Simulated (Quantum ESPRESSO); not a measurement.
Input of a Quantum ESPRESSO 7.5 run:

File pw.in:

```
&CONTROL
  calculation = 'scf'
  prefix = 'pwscf'
  outdir = './tmp'
  pseudo_dir = './pseudo'
  tprnfor = .true.
  tstress = .true.
  disk_io = 'low'
/
&SYSTEM
  ibrav = 0
  A = 2.84229538
  nat = 1
  ntyp = 1
  ecutwfc = 85
  nbnd = 12
  occupations = 'smearing'
  smearing = 'fd'
  degauss = 0.00367493
/
&ELECTRONS
  conv_thr = 2d-10
  electron_maxstep = 120
  mixing_beta = 0.5
/
ATOMIC_SPECIES
Ti    47.8670 Ti.upf
CELL_PARAMETERS alat
  -0.5773502682    0.5773502682    0.5773502682
   0.5773502682   -0.5773502682    0.5773502682
   0.5773502682    0.5773502682   -0.5773502682
ATOMIC_POSITIONS alat
Ti     0.0000000000    0.0000000000    0.0000000000
K_POINTS automatic
11 11 11 0 0 0
```

The input bands.in:

```
&CONTROL
  calculation = 'bands'
  prefix = 'pwscf'
  outdir = './tmp'
  pseudo_dir = './pseudo'
  disk_io = 'low'
  verbosity = 'high'
/
&SYSTEM
  ibrav = 0
  A = 2.84229538
  nat = 1
  ntyp = 1
  ecutwfc = 85
  nbnd = 12
  occupations = 'smearing'
  smearing = 'fd'
  degauss = 0.00367493
/
&ELECTRONS
  conv_thr = 1d-08
  electron_maxstep = 120
  mixing_beta = 0.5
  diago_full_acc = .true.
/
ATOMIC_SPECIES
Ti    47.8670 Ti.upf
CELL_PARAMETERS alat
  -0.5773502682    0.5773502682    0.5773502682
   0.5773502682   -0.5773502682    0.5773502682
   0.5773502682    0.5773502682   -0.5773502682
ATOMIC_POSITIONS alat
Ti     0.0000000000    0.0000000000    0.0000000000
K_POINTS crystal
60
 0.0000000000  0.0000000000  0.0000000000 1
 0.0416666667 -0.0416666667  0.0416666667 1
 0.0833333333 -0.0833333333  0.0833333333 1
 0.1250000000 -0.1250000000  0.1250000000 1
 0.1666666667 -0.1666666667  0.1666666667 1
 0.2083333333 -0.2083333333  0.2083333333 1
 0.2500000000 -0.2500000000  0.2500000000 1
 0.2916666667 -0.2916666667  0.2916666667 1
 0.3333333333 -0.3333333333  0.3333333333 1
 0.3750000000 -0.3750000000  0.3750000000 1
 0.4166666667 -0.4166666667  0.4166666667 1
 0.4583333333 -0.4583333333  0.4583333333 1
 0.5000000000 -0.5000000000  0.5000000000 1
 0.4375000000 -0.4375000000  0.5000000000 1
 0.3750000000 -0.3750000000  0.5000000000 1
 0.3125000000 -0.3125000000  0.5000000000 1
 0.2500000000 -0.2500000000  0.5000000000 1
 0.1875000000 -0.1875000000  0.5000000000 1
 0.1250000000 -0.1250000000  0.5000000000 1
 0.0625000000 -0.0625000000  0.5000000000 1
 0.0000000000  0.0000000000  0.5000000000 1
 0.0000000000  0.0000000000  0.4444444444 1
 0.0000000000  0.0000000000  0.3888888889 1
 0.0000000000  0.0000000000  0.3333333333 1
 0.0000000000  0.0000000000  0.2777777778 1
 0.0000000000  0.0000000000  0.2222222222 1
 0.0000000000  0.0000000000  0.1666666667 1
 0.0000000000  0.0000000000  0.1111111111 1
 0.0000000000  0.0000000000  0.0555555556 1
 0.0000000000  0.0000000000  0.0000000000 1
 0.0227272727  0.0227272727  0.0227272727 1
 0.0454545455  0.0454545455  0.0454545455 1
 0.0681818182  0.0681818182  0.0681818182 1
 0.0909090909  0.0909090909  0.0909090909 1
 0.1136363636  0.1136363636  0.1136363636 1
 0.1363636364  0.1363636364  0.1363636364 1
 0.1590909091  0.1590909091  0.1590909091 1
 0.1818181818  0.1818181818  0.1818181818 1
 0.2045454545  0.2045454545  0.2045454545 1
 0.2272727273  0.2272727273  0.2272727273 1
 0.2500000000  0.2500000000  0.2500000000 1
 0.2708333333  0.1875000000  0.2708333333 1
 0.2916666667  0.1250000000  0.2916666667 1
 0.3125000000  0.0625000000  0.3125000000 1
 0.3333333333  0.0000000000  0.3333333333 1
 0.3541666667 -0.0625000000  0.3541666667 1
 0.3750000000 -0.1250000000  0.3750000000 1
 0.3958333333 -0.1875000000  0.3958333333 1
 0.4166666667 -0.2500000000  0.4166666667 1
 0.4375000000 -0.3125000000  0.4375000000 1
 0.4583333333 -0.3750000000  0.4583333333 1
 0.4791666667 -0.4375000000  0.4791666667 1
 0.5000000000 -0.5000000000  0.5000000000 1
 0.2500000000  0.2500000000  0.2500000000 1
 0.2083333333  0.2083333333  0.2916666667 1
 0.1666666667  0.1666666667  0.3333333333 1
 0.1250000000  0.1250000000  0.3750000000 1
 0.0833333333  0.0833333333  0.4166666667 1
 0.0416666667  0.0416666667  0.4583333333 1
 0.0000000000  0.0000000000  0.5000000000 1
```

Potentials or basis: Ansatz NC SR PBE.

Command:

```sh
$ OMP_NUM_THREADS=1 pw.x -in pw.in > pw.out
$ OMP_NUM_THREADS=1 pw.x -in bands.in > bands.out
```

(1) Predict the band gap on the k mesh.

(2) What does it give for the pressure?

Results:

(1) none (metal or under the smearing width).

(2) -2.5 GPa.
